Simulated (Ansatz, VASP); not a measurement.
## Ge in VASP and in Ansatz

```xyz
2
Lattice="0.0000 2.8289 2.8289 2.8289 0.0000 2.8289 2.8289 2.8289 0.0000" Properties=species:S:1:pos:R:3 pbc="T T T"
Ge    4.2434    4.2434    4.2434
Ge    2.8289    2.8289    2.8289
```

Alike in both runs: functional PBEsol; k mesh 8 × 8 × 8; occupations fermi-dirac, width 0.05 eV; no spin polarisation.

|  | VASP | Ansatz |
| --- | --- | --- |
| version | VASP 6.6.1 | Ansatz 0.2.0 |
| potentials or method | VASP PAW PBE potentials, release 64 (Ge_d), cutoff 520 eV | all-electron LAPW, scalar-relativistic |
| task | single point | band structure |

Ansatz gave:

| Quantity | Value |
| --- | --- |
| gap on the k mesh at the Fermi level (eV) | none |
| pressure (GPa) | 0.6 |

Estimate VASP's values.

gap on the k mesh at the Fermi level (eV): none; pressure (GPa): 0.5.

A gap of «none» marks a metal or a gap that the smearing closes. Ansatz ran all-electron here, so the differences hold the error of VASP's frozen core and of both bases.

Caveats: the PAW data sets were made with another functional, which shifts forces and pressure a little (VASP).
